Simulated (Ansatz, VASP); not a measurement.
## Os in VASP and in Ansatz

File INCAR:

```
SYSTEM = Os
PREC = Accurate
ENCUT = 600
EDIFF = 1E-6
ISMEAR = 0
SIGMA = 0.1
LREAL = .FALSE.
LASPH = .TRUE.
NELM = 80
ALGO = Normal
ISIF = 3
LWAVE = .FALSE.
LCHARG = .FALSE.
GGA = PS
IBRION = 2
NSW = 80
EDIFFG = -0.05
```

Contents of KPOINTS:

```
Automatic mesh
0
G
  8 8 8
  0 0 0
```

Contents of POSCAR:

```
Os
1.0
    0.0000000000      1.9427094586      1.9427094586
    1.9427094586      0.0000000000      1.9427094586
    1.9427094586      1.9427094586      0.0000000000
Os
1
Direct
    0.0000000000      0.0000000000      0.0000000000
```

Input for Ansatz:

```yaml
crystal:
  lattice:
    - [0.0, 1.9427094586, 1.9427094586]
    - [1.9427094586, 0.0, 1.9427094586]
    - [1.9427094586, 1.9427094586, 0.0]
  atoms:
    - { symbol: Os, position: [0.0, 0.0, 0.0] }
basis:
  ecutwfc: 420
kpoints:
  mp_grid: { grid: [8, 8, 8] }
hamiltonian:
  xc: pbesol
scf:
  occupations: { method: gaussian, width: 0.1 }
output:
  forces: true
  stress: true
  eigenvalues: true
relax:
  adjacent_minimum: "off"
  f_tol: 0.05
  max_steps: 60
  cell: { stress_tol: 0.5 }
```

Alike in both runs: task relaxation of cell and atoms; functional PBEsol; k mesh 8 × 8 × 8; occupations gaussian, width 0.1 eV; no spin polarisation.

```csv
,VASP,Ansatz
version,VASP 6.6.1,Ansatz 0.2.0
potentials or method,"VASP PAW PBE potentials, release 64 (Os)","scalar-relativistic, plane waves, PAW"
plane-wave cutoff (eV),600,420
valence electrons in the cell,8,16
```

|  | VASP | Ansatz | Ansatz less VASP |
| --- | --- | --- | --- |
| gap on the k mesh at the Fermi level, each at its own relaxed structure (eV) | none | none | - |
| relaxed volume (Å³/atom) | 13.98 | 13.94 | -0.038 |
| relaxed cell length with the largest relative difference (Å) | 2.704 | 2.702 | -0.0025 |
| energy change over the relaxation (meV/atom) | -44 | -45 | -1.6 |

A gap of «none» marks a metal or a gap that the smearing closes. The two sets of potentials don't hold the same shells in valence.

Caveats: the PAW data sets were made with another functional, which shifts forces and pressure a little (VASP). Spin-orbit coupling is left out, which matters for the levels of Os.
